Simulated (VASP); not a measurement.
# K2S (Fm-3m) in VASP: single point with PBE0

Aim: the single point of K2S with PBE0.

Everything below comes from runs of VASP 6.6.1. Logs are shortened: lines on timing, memory, paths and dates and some standing lists are left out, and cuts for length are marked.

### 1 Starting point

Symmetry: Fm-3m, No. 225, cubic system. The conventional cell has a = 7.347 Å, b = 7.347 Å, c = 7.347 Å, α = 90.00°, β = 90.00°, γ = 90.00°. K (site symmetry -43m) has 4 S at 3.18 Å as nearest neighbours. S (site symmetry m-3m) has 8 K at 3.18 Å as nearest neighbours.

The cell is a database's computed one.

### 2 Single point, PBE0

The input, POSCAR:

```
K2S
1.0
    0.0000000000      3.6734200000      3.6734200000
    3.6734200000      0.0000000000      3.6734200000
    3.6734200000      3.6734200000      0.0000000000
K S
2 1
Direct
    0.7500000000      0.7500000000      0.7500000000
    0.2500000000      0.2500000000      0.2500000000
    0.0000000000      0.0000000000      0.0000000000
```

The input, INCAR.step1:

```
SYSTEM = K2S
PREC = Accurate ; ENCUT = 520
EDIFF = 1E-5 ; ISMEAR = 0
SIGMA = 0.02 ; LREAL = .False.
LASPH = .True. ; NELM = 60
ALGO = Normal ; ISIF = 2
LWAVE = .True. ; LCHARG = .False.
NBANDS = 19 ; GGA = PE
```

The input, INCAR.step2:

```
SYSTEM = K2S
PREC = Accurate ; ENCUT = 520
EDIFF = 1E-6 ; ISMEAR = 0
SIGMA = 0.02 ; LREAL = .False.
LASPH = .True. ; NELM = 60
ALGO = Normal ; ISIF = 2
LWAVE = .False. ; LCHARG = .False.
GGA = PE ; LHFCALC = .True.
AEXX = 0.25 ; PRECFOCK = Fast
NBANDS = 19 ; ISTART = 1
```

The input, KPOINTS:

```
Automatic mesh
0
Gamma
  4 4 4
  0 0 0
```

Potentials or basis: VASP PAW PBE potentials, release 64 (K_sv, S).

The run is started by

```sh
cat potpaw_PBE.64/K_sv/POTCAR potpaw_PBE.64/S/POTCAR > POTCAR
cp INCAR.step1 INCAR
mpirun -np 1 vasp_std > vasp.out
cp INCAR.step2 INCAR
mpirun -np 1 vasp_std > vasp.out
```

OUTCAR:

```text
SYSTEM = K2S
   PREC = Accurate
   ENCUT = 520
   EDIFF = 1E-6
   ISMEAR = 0
   LREAL = .False.
   LASPH = .True.
   NELM = 60
   ISIF = 2
   GGA = PE
   LHFCALC = .True.
   AEXX = 0.25
   PRECFOCK = Fast
   ISTART = 1

 ion  position               nearest neighbor table
   1  0.750  0.750  0.750-   3 3.18   3 3.18   3 3.18   3 3.18   2 3.67   2 3.67   2 3.67   2 3.67
                             2 3.67   2 3.67
   2  0.250  0.250  0.250-   3 3.18   3 3.18   3 3.18   3 3.18   1 3.67   1 3.67   1 3.67   1 3.67
                             1 3.67   1 3.67
   3  0.000  0.000  0.000-   1 3.18   1 3.18   1 3.18   1 3.18   2 3.18   2 3.18   2 3.18   2 3.18

  LATTYP: Found a face centered cubic cell.
 ALAT       =     7.3468400000

  Lattice vectors:

 A1 = (   0.0000000000,   3.6734200000,   3.6734200000)
 A2 = (   3.6734200000,   0.0000000000,   3.6734200000)
 A3 = (   3.6734200000,   3.6734200000,   0.0000000000)

Analysis of symmetry for initial positions (statically):
=====================================================================
 Subroutine PRICEL returns:
 Original cell was already a primitive cell.

 Routine SETGRP: Setting up the symmetry group for a
 face centered cubic supercell.

 Subroutine GETGRP returns: Found 48 space group operations
 (whereof 48 operations were pure point group operations)
 out of a pool of 48 trial point group operations.

The static configuration has the point symmetry O_h .

Analysis of symmetry for dynamics (positions and initial velocities):
=====================================================================
 Subroutine PRICEL returns:
 Original cell was already a primitive cell.

 Routine SETGRP: Setting up the symmetry group for a
 face centered cubic supercell.

 Subroutine GETGRP returns: Found 48 space group operations
 (whereof 48 operations were pure point group operations)
 out of a pool of 48 trial point group operations.

The dynamic configuration has the point symmetry O_h .

 Subroutine INISYM returns: Found 48 space group operations
 (whereof 48 operations are pure point group operations),
 and found     1 'primitive' translations

----------------------------------------------------------------------------------------

                                     Primitive cell

  volume of cell :      99.1384

  direct lattice vectors                    reciprocal lattice vectors
     0.000000000  3.673420000  3.673420000    -0.136112941  0.136112941  0.136112941
     3.673420000  0.000000000  3.673420000     0.136112941 -0.136112941  0.136112941
     3.673420000  3.673420000  0.000000000     0.136112941  0.136112941 -0.136112941

  length of vectors
     5.195000384  5.195000384  5.195000384     0.235754530  0.235754530  0.235754530

  position of ions in fractional coordinates (direct lattice)
     0.750000000  0.750000000  0.750000000
     0.250000000  0.250000000  0.250000000
     0.000000000  0.000000000  0.000000000

  ion indices of the primitive-cell ions
   primitive index   ion index
                 1           1
                 2           2
                 3           3

----------------------------------------------------------------------------------------

 KPOINTS: Automatic mesh

Automatic generation of k-mesh.
 Grid dimensions read from file:
 generate k-points for:    4    4    4

 Generating k-lattice:

  Cartesian coordinates                     Fractional coordinates (reciprocal lattice)
    -0.034028235  0.034028235  0.034028235     0.250000000  0.000000000  0.000000000
     0.034028235 -0.034028235  0.034028235     0.000000000  0.250000000  0.000000000
     0.034028235  0.034028235 -0.034028235     0.000000000  0.000000000  0.250000000

  Length of vectors
     0.058938632  0.058938632  0.058938632

  Shift w.r.t. Gamma in fractional coordinates (k-lattice)
     0.000000000  0.000000000  0.000000000

 Subroutine IBZKPT returns following result:
 ===========================================

 Found      8 irreducible k-points:

 Following reciprocal coordinates:
            Coordinates               Weight
  0.000000  0.000000  0.000000      1.000000
  0.250000  0.000000  0.000000      8.000000
  0.500000  0.000000  0.000000      4.000000
  0.250000  0.250000  0.000000      6.000000
  0.500000  0.250000  0.000000     24.000000
 -0.250000  0.250000  0.000000     12.000000
  0.500000  0.500000  0.000000      3.000000
 -0.250000  0.500000  0.250000      6.000000
   k-points           NKPTS =      8   k-points in BZ     NKDIM =     64   number of bands    NBANDS=     19
   number of dos      NEDOS =    301   number of ions     NIONS =      3
   total plane-waves  NPLWV =  64000
   dimension x,y,z NGX =    40 NGY =   40 NGZ =   40
   dimension x,y,z NGXF=    80 NGYF=   80 NGZF=   80
   ions per type =               2   1
   NGX,Y,Z   is equivalent  to a cutoff of  12.80, 12.80, 12.80 a.u.
   NGXF,Y,Z  is equivalent  to a cutoff of  25.60, 25.60, 25.60 a.u.
 SYSTEM =  K2S
   PREC   = accura    normal or accurate (medium, high low for compatibility)
   ISTART =      1    job   : 0-new  1-cont  2-samecut
   ICHARG =      0    charge: 1-file 2-atom 10-const
   ISPIN  =      1    spin polarized calculation?
   LNONCOLLINEAR =      F non collinear calculations
   LSORBIT =      F    spin-orbit coupling
   LASPH  =      T    aspherical Exc in radial PAW
   ENCUT  =  520.0 eV  38.22 Ry    6.18 a.u.   9.66  9.66  9.66*2*pi/ulx,y,z
   NELM   =     60;   NELMIN=  2; NELMDL=  0     # of ELM steps
   EDIFF  = 0.1E-05   stopping-criterion for ELM
   LREAL  =      F    real-space projection
   EDIFFG = 0.1E-04   stopping-criterion for IOM
   NSW    =      0    number of steps for IOM
   IBRION =     -1    ionic relax: 0-MD 1-quasi-New 2-CG
   NFREE  =      0    steps in history (QN), initial steepest desc. (CG)
   ISIF   =      2    stress and relaxation
   ISYM   =      3    0-nonsym 1-usesym 2-fastsym
   POTIM  = 0.5000    time-step for ionic-motion
   TEBEG  =    0.0;   TEEND  =   0.0 temperature during run
   PSTRESS=    0.0 pullay stress
   NELECT =      24.0000    total number of electrons
   NUPDOWN=      -1.0000    fix difference up-down
   EMIN   =  10.00;   EMAX   =-10.00  energy-range for DOS
   EFERMI =   0.00;   METHOD = LEGACY
   ISMEAR =     0;   SIGMA  =   0.02  broadening in eV -4-tet -1-fermi 0-gaus
   EFERMI_NEDOS =   21; number of points for ismear=-14 and -15
   IALGO  =     38    algorithm
   IMIX   =      1    mixing-type and parameters
     AMIX     =   0.40;   BMIX     =  1.00
     AMIX_MAG =   1.60;   BMIX_MAG =  1.00
  volume/ion in A,a.u.               =      33.05       223.01
  Fermi-wavevector in a.u.,A,eV,Ry     =   1.020308  1.928103 14.164054  1.041029
  Thomas-Fermi vector in A             =   2.153870
   LORBIT       =      0    0 simple, 1 ext, 2 COOP (PROOUT), +10 PAW based schemes
   GGA     = PE    functional components
   LHFCALC =     T    Hartree Fock is set to
   PRECFOCK=fast      Normal, Fast or Accurate (Low or Medium for compatibility)
   ENCUT4O =  -1.0   cutoff for four orbital integrals eV
   NKREDX  =     1    reduce k-point grid by
   NKREDY  =     1    reduce k-point grid by
   NKREDZ  =     1    reduce k-point grid by
   AEXX    =    0.2500 exact exchange contribution
   HFSCREEN=    0.0000 screening length (either q_TF or 0.3 A-1)
   HFSCREENC=   0.0000 screening length for correlation (either q_TF or 0.3 A-1)
   ENCUTFOCK=  -1.0 apply spherical cutoff to Coloumb kernel
   IVDW    =     0    specifies the selected vdW correction
   LEPSILON=     F    determine dielectric tensor
   LRPA    =     F    only Hartree local field effects (RPA)
 non-spin polarized calculation
 Gauss-broadening in eV      SIGMA  =   0.02
  energy-cutoff  :      520.00
  volume of cell :       99.14
 maximum number of plane-waves:      2698
 NGX is ok and might be reduce to    40
  NGX = 24; NGY = 24; NGZ = 24

 number of electron      23.9999997 magnetization

 Free energy of the ion-electron system (eV)
  ---------------------------------------------------
  ext. energy  EPLUGINS =         0.00000000
  ---------------------------------------------------
  free energy    TOTEN  =       -11.73615582 eV

  energy without entropy =      -11.73615582  energy(sigma->0) =      -11.73615582

 E-fermi :  -1.2198     XC(G=0):  -5.8455

 val. band max:       -1.3622217465   @ k =   0.5000   0.5000   0.0000
 cond. band min:       2.7272872443   @ k =   0.0000   0.0000   0.0000
 fundamental gap:      4.0895089908
 Fermi energy:        -1.2198168513

 k-point     1 :       0.0000    0.0000    0.0000
  band No.  band energies     occupation
      1     -32.9225      2.00000
      2     -32.8288      2.00000
      3     -15.1583      2.00000
      4     -15.1583      2.00000
      5     -15.1583      2.00000
      6     -14.8978      2.00000
[... 11 lines left out ...]
     18       8.2646      0.00000
     19       9.1281      0.00000

 k-point     2 :       0.2500    0.0000    0.0000
  band No.  band energies     occupation
      1     -32.9081      2.00000
      2     -32.8419      2.00000
      3     -15.1533      2.00000
      4     -15.1254      2.00000
      5     -15.1254      2.00000
      6     -14.9994      2.00000
[... 11 lines left out ...]
     18       8.5359      0.00000
     19       8.5359      0.00000

 k-point     3 :       0.5000    0.0000    0.0000
  band No.  band energies     occupation
      1     -32.8744      2.00000
      2     -32.8744      2.00000
      3     -15.1779      2.00000
      4     -15.0615      2.00000
      5     -15.0455      2.00000
      6     -15.0455      2.00000
[... 11 lines left out ...]
     18       8.4417      0.00000
     19       8.6549      0.00000

 k-point     4 :       0.2500    0.2500    0.0000
  band No.  band energies     occupation
      1     -32.9060      2.00000
      2     -32.8436      2.00000
      3     -15.1959      2.00000
      4     -15.1959      2.00000
      5     -15.1717      2.00000
      6     -14.9926      2.00000
[... 11 lines left out ...]
     18       8.2346      0.00000
     19       8.5281      0.00000

 k-point     5 :       0.5000    0.2500    0.0000
  band No.  band energies     occupation
      1     -32.8851      2.00000
      2     -32.8631      2.00000
      3     -15.3254      2.00000
      4     -15.1883      2.00000
      5     -15.1745      2.00000
      6     -14.9228      2.00000
[... 11 lines left out ...]
     18       8.1478      0.00000
     19       9.0011      0.00000

 k-point     6 :      -0.2500    0.2500    0.0000
  band No.  band energies     occupation
      1     -32.8900      2.00000
      2     -32.8588      2.00000
      3     -15.2834      2.00000
      4     -15.1308      2.00000
      5     -15.0669      2.00000
      6     -15.0323      2.00000
[... 11 lines left out ...]
     18       8.0201      0.00000
     19       8.9120      0.00000

 k-point     7 :       0.5000    0.5000    0.0000
  band No.  band energies     occupation
      1     -32.8893      2.00000
      2     -32.8583      2.00000
      3     -15.4164      2.00000
      4     -15.2327      2.00000
      5     -15.2327      2.00000
      6     -14.8557      2.00000
[... 11 lines left out ...]
     18       8.3549      0.00000
     19       8.6469      0.00000

 k-point     8 :      -0.2500    0.5000    0.2500
  band No.  band energies     occupation
      1     -32.8739      2.00000
      2     -32.8739      2.00000
      3     -15.3893      2.00000
      4     -15.2621      2.00000
      5     -15.0482      2.00000
      6     -15.0482      2.00000
[... 11 lines left out ...]
     18       8.1250      0.00000
     19       8.7381      0.00000

------------------------ aborting loop because EDIFF is reached ----------------------------------------

  FORCE on cell =-STRESS in cart. coord.  units (eV):
  Direction    XX          YY          ZZ          XY          YZ          ZX
  --------------------------------------------------------------------------------------
  -------------------------------------------------------------------------------------
  Total        0.3915354      0.3915354      0.3915354     -0.0000000      0.0000000     -0.0000000
  in kB        6.3276120      6.3276120      6.3276120     -0.0000000      0.0000000     -0.0000000
  external PRESSURE =       6.3276120 kB  Pullay stress =       0.0000000 kB

 VOLUME and BASIS-vectors are now :
 -----------------------------------------------------------------------------
  energy-cutoff  :      520.00
  volume of cell :       99.14
      direct lattice vectors                 reciprocal lattice vectors
     0.000000000  3.673420000  3.673420000    -0.136112941  0.136112941  0.136112941
     3.673420000  0.000000000  3.673420000     0.136112941 -0.136112941  0.136112941
     3.673420000  3.673420000  0.000000000     0.136112941  0.136112941 -0.136112941

 POSITION                                       TOTAL-FORCE (eV/Angst)
 -----------------------------------------------------------------------------------
      5.51013      5.51013      5.51013         0.000000      0.000000      0.000000
      1.83671      1.83671      1.83671        -0.000000     -0.000000     -0.000000
      0.00000      0.00000      0.00000         0.000000     -0.000000     -0.000000
 -----------------------------------------------------------------------------------
    total drift:                                0.000000      0.000000      0.000000

  FREE ENERGIE OF THE ION-ELECTRON SYSTEM (eV)
  ---------------------------------------------------
  free  energy   TOTEN  =       -11.7361558235 eV

  energy  without entropy=      -11.7361558235  energy(sigma->0) =      -11.73615582
```

It took 7.3 min on 1 thread of Intel Xeon Platinum 8559C (Emerald Rapids), shared host; peak memory 0.24 GiB.

Results:

```yaml
Free_energy: -11.7362 eV
Pressure: 0.6 GPa
Band_gap_on_the_k_mesh: 4.09 eV, indirect (least direct gap 4.29 eV)
```

Levels at points of the mesh, in eV from the valence-band top:
```tsv
k point	band 8	band 9	band 10	band 11	band 12	band 13	band 14	band 15	band 16	band 17
(0.00, 0.00, 0.00)	-13.54	-10.66	-0.21	-0.21	-0.21	4.09	7.48	7.48	9.63	9.63
(0.50, 0.00, 0.00)	-13.67	-10.40	-0.67	-0.07	-0.07	6.52	6.94	7.76	7.76	9.80
(0.50, 0.50, 0.00)	-13.46	-10.35	-0.80	0.00	0.00	5.18	7.27	8.73	8.82	9.72
```

Caveat: the PAW data sets were made with another functional, which shifts forces and pressure a little. A k mesh can miss the band edges.
